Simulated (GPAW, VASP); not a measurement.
This is a calculation of PbSe (Clausthalite) for VASP 6.6.1. 

File INCAR:

```
ALGO = Fast
EDIFF = 1E-6
ENCUT = 520
GGA = PE
ISIF = 2
ISMEAR = 0
LASPH = True
LCHARG = False
LREAL = False
LWAVE = False
NELM = 80
PREC = Accurate
SIGMA = 0.027000000000000003
```

File KPOINTS:

```
k-points
0
Gamma
  8 8 8
```

The input POSCAR:

```
PbSe
1.0
    0.0000000000      3.0606500000      3.0606500000
    3.0606500000      0.0000000000      3.0606500000
    3.0606500000      3.0606500000      0.0000000000
Pb Se
1 1
Direct
    0.0000000000      0.0000000000      0.0000000000
    0.5000000000      0.5000000000      0.5000000000
```

Potentials or basis: VASP PAW PBE potentials, release 64 (Pb_d, Se).

The run is started by

```sh
$ cat potpaw_PBE.64/Pb_d/POTCAR potpaw_PBE.64/Se/POTCAR > POTCAR
$ mpirun -np 1 vasp_std > vasp.out
```

Problem. What does the same run look like in GPAW 26.7.0 (ASE script)? Potentials or basis there: GPAW PAW data sets (gpaw-data 1.2.1), cutoff 600 eV.

Solution. As run (cutoffs and basis follow the program's own potentials, and thresholds, step limits or extra output files can differ):

File run.py:

```python
from ase.dft.bandgap import bandgap
from ase.io import read, write
from ase.units import GPa
from gpaw import GPAW, PW

atoms = read('POSCAR')

calc = GPAW(mode=PW(600),
            xc='PBE',
            kpts={'size': (8, 8, 8), 'gamma': True},
            occupations={'name': 'methfessel-paxton', 'order': 0, 'width': 0.027000000000000003},
            nbands=19,
            convergence={'density': 1e-05, 'energy': 1e-05},
            maxiter=150,
            txt='gpaw.txt')
atoms.calc = calc
energy = atoms.get_potential_energy()
forces = atoms.get_forces()
stress = atoms.get_stress()
calc.write('gs.gpw')
write('result.traj', atoms)
print(f'Energy: {energy:.6f} eV')
print('Forces (eV/A):')
print(forces.round(4))
print('Stress (GPa):', (stress / GPa).round(3))
print('Fermi level:', round(calc.get_fermi_level(), 4), 'eV')
print(f'Gap: {bandgap(calc)[0]:.4f} eV, direct: {bandgap(calc, direct=True)[0]:.4f} eV')
```

The input POSCAR:

```
PbSe
1.0
    0.0000000000      3.0606500000      3.0606500000
    3.0606500000      0.0000000000      3.0606500000
    3.0606500000      3.0606500000      0.0000000000
Pb Se
1 1
Direct
    0.0000000000      0.0000000000      0.0000000000
    0.5000000000      0.5000000000      0.5000000000
```

Potentials or basis: GPAW PAW data sets (gpaw-data 1.2.1), pw.

Command:

```bash
$ OMP_NUM_THREADS=1 python run.py
```

Both were run:

|  | VASP | GPAW |
| --- | --- | --- |
| Pressure | 2.4 GPa | 2.2 GPa |

Pressure is positive in compression.
